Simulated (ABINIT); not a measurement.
SiC (Moissanite):

```
Si C
1.0
     3.07600    0.00000    0.00000
    -1.53800    2.66389    0.00000
     0.00000    0.00000    5.04800
Si C
2 2
Direct
  0.66667 0.33333 0.50000
  0.33333 0.66667 0.00000
  0.66667 0.33333 0.88500
  0.33333 0.66667 0.38500
```

Program: ABINIT 10.8.3 (patched build). Alike in all runs: no spin polarisation; cell as given; cutoff (eV) 544; smearing fermi-dirac 0.05 eV.

Problem. Order these runs on this cell by their band gap on the k mesh, lowest first.
A. level HCTH407; potentials or basis JTH PAW PBE v2.0; k mesh 10 × 10 × 5
B. level revPBE; potentials or basis JTH PAW PBE v2.0; k mesh 10 × 10 × 5
C. level LDA; potentials or basis JTH PAW LDA v2.0; k mesh 13 × 13 × 6

Solution. C (2.31 eV), B (2.52 eV), A (2.89 eV).

Caveats: the mesh misses the band edges, which the band path finds closer together (some runs); an odd mesh through Γ misses points on the zone boundary, where band edges often lie (some runs).

A k mesh can miss the band edges, odd and even meshes differently.
